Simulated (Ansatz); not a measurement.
Input deck for Ansatz 0.2.0, then the block of the output on the nuclei.

The cell is a COD entry, relaxed with PBE at fixed cell and then changed (volume scaled by 1.04, ions relaxed).

```yaml
crystal:
  lattice:
    - [0.0, 2.3142941708, 2.3142941708]
    - [2.3142941708, 0.0, 2.3142941708]
    - [2.3142941708, 2.3142941708, 0.0]
  atoms:
    - { symbol: Zr, position: [0.0, 0.0, 0.0] }
    - { symbol: "N", position: [0.5, 0.5, 0.5] }
kpoints:
  mp_grid: { grid: [18, 18, 18] }
scf:
  occupations: { method: fermi_dirac, width: 0.05 }
hamiltonian:
  xc: pbe
  pseudopotentials: { kind: paw }
output:
  forces: true
  stress: true
  populations: true
  efg:
    quadrupole_moments_barn: { Zr: -0.176, "N": 0.02044 }
    contact_densities: true
relax:
  f_tol: 0.02
  max_steps: 60
```

```sh
ansatz run input.yaml --threads 1 --pin off --max-ram 3072MiB --backend cpu --events-out ev --progress --plain --runs-dir out
```

The run relaxes the ions first, and the block belongs to the relaxed positions.

Of the output, the block on the nuclei alone is shown; the set-up, the SCF iterations, energies, forces and stress are cut. One atom of each set with nearly equal values is shown.

```
--- PAW observables at the nuclei: V_zz in 10²¹ V/m², potentials from the cell's mean, atoms counted from 1 ---
  atom   1  Zr V_zz =    +0.000000   η = 0.0000   by run symmetry: forbidden   C_q = -0.0000 MHz
            electrostatic potential = -5930.575334 V   contact ρ = 490514.569651 e/Å³
  atom   2  N  V_zz =    +0.000000   η = 0.0000   by run symmetry: forbidden   C_q = +0.0000 MHz
            electrostatic potential = -523.226656 V   contact ρ = 1414.967673 e/Å³
```

The relaxation (1 step) took 5 s of wall time (4.9 s of CPU time) and 0.46 GiB at its peak, on 1 thread of Intel Xeon Platinum 8488C (Sapphire Rapids) (x86_64; 16 cores open to the job, memory cap 3.0 GiB, no GPU), a shared host with a load of 0.3 a core.

At this changed cell the PBE pressure is -5 GPa.
